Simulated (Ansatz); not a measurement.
# SnSe: the cost of one run

Computed with Ansatz 0.2.0 (DFT PBEsol, scalar-relativistic, plane waves, PAW, unless a step's input says otherwise).

### Step 1. The starting structure

Symmetry: Fm-3m, No. 225, cubic system. Conventional cell: a = 6.020 Å, b = 6.020 Å, c = 6.020 Å, α = 90.00°, β = 90.00°, γ = 90.00°. Sn (site symmetry m-3m) is surrounded by 6 Se at 3.01 Å. Se (site symmetry m-3m) has 6 Sn at 3.01 Å as nearest neighbours.

Coordinates:

```cif
data_structure
_symmetry_space_group_name_H-M 'Fm-3m'
_symmetry_Int_Tables_number 225
_cell_length_a 6.0200
_cell_length_b 6.0200
_cell_length_c 6.0200
_cell_angle_alpha 90.000
_cell_angle_beta 90.000
_cell_angle_gamma 90.000
_cell_volume 218.17
loop_
_atom_site_label
_atom_site_type_symbol
_atom_site_symmetry_multiplicity
_atom_site_Wyckoff_symbol
_atom_site_fract_x
_atom_site_fract_y
_atom_site_fract_z
_atom_site_occupancy
Sn1 Sn 4 a 0.00000 0.00000 0.00000 1
Se1 Se 4 b 0.50000 0.00000 0.00000 1
```

The structure comes from the Crystallography Open Database.

### Step 2. Probe: one point at the start

File input.yaml:

```yaml
crystal:
  lattice:
    - [0.0, 3.01, 3.01]
    - [3.01, 0.0, 3.01]
    - [3.01, 3.01, 0.0]
  atoms:
    - { symbol: Sn, position: [0.0, 0.0, 0.0] }
    - { symbol: Se, position: [0.5, 0.5, 0.5] }
basis:
  ecutwfc: 420
kpoints:
  mp_grid: { grid: [6, 6, 6] }
hamiltonian:
  xc: pbesol
scf:
  occupations: { method: gaussian, width: 0.1 }
output:
  forces: true
  stress: true
  eigenvalues: true
```

**Question.** How long does this run take on 1 thread of an Arm CPU, shared host, and how much memory does it need?

About 1.1 s, with a peak of 0.3 GiB.
